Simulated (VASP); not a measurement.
Input of a VASP 6.6.1 run:

INCAR

```
  ALGO = Normal
  EDIFF = 1E-6
  EDIFFG = -0.01
  ENCUT = 600
  IBRION = 2
  ISIF = 3
  ISMEAR = 1
  LASPH = True
  LCHARG = False
  LMIXTAU = True
  LREAL = False
  LWAVE = False
  METAGGA = R2SCAN
  NELM = 80
  NSW = 90
  PREC = Accurate
  PSTRESS = 51.9
  SIGMA = 0.1
```

The input KPOINTS:

```
k-points
0
Gamma
  9 9 12
```

File POSCAR:

```
Zr
1.0
    5.0328000000      0.0000000000      0.0000000000
   -2.5164000000      4.3585326500      0.0000000000
    0.0000000000      0.0000000000      3.1324000000
Zr
3
Direct
    0.6666666700      0.3333333300      0.5000000000
    0.3333333300      0.6666666700      0.5000000000
    0.0000000000      0.0000000000      0.0000000000
```

Potentials or basis: VASP PAW PBE potentials, release 64 (Zr_sv).

The run is started by

```console
$ cat potpaw_PBE.64/Zr_sv/POTCAR > POTCAR
$ mpirun -np 1 vasp_std > vasp.out
```

**Question.** What does it give for the band gap on the k mesh?

**Answer.** None (metal or under the smearing width).

**Question.** Predict the relaxed volume.

**Answer.** 22.03 Å³/atom.

Final structure:
```
Zr
1.0
     4.95030    0.00000    0.00000
    -2.47515    4.28708    0.00000
     0.00000    0.00000    3.11406
Zr
3
Direct
  0.66667 0.33333 0.50000
  0.33333 0.66667 0.50000
  0.00000 0.00000 0.00000
```

Caveat: the cell is relaxed towards a set pressure, so the enthalpy falls and the energy may rise; the PAW data sets were made with another functional, which shifts forces and pressure a little.
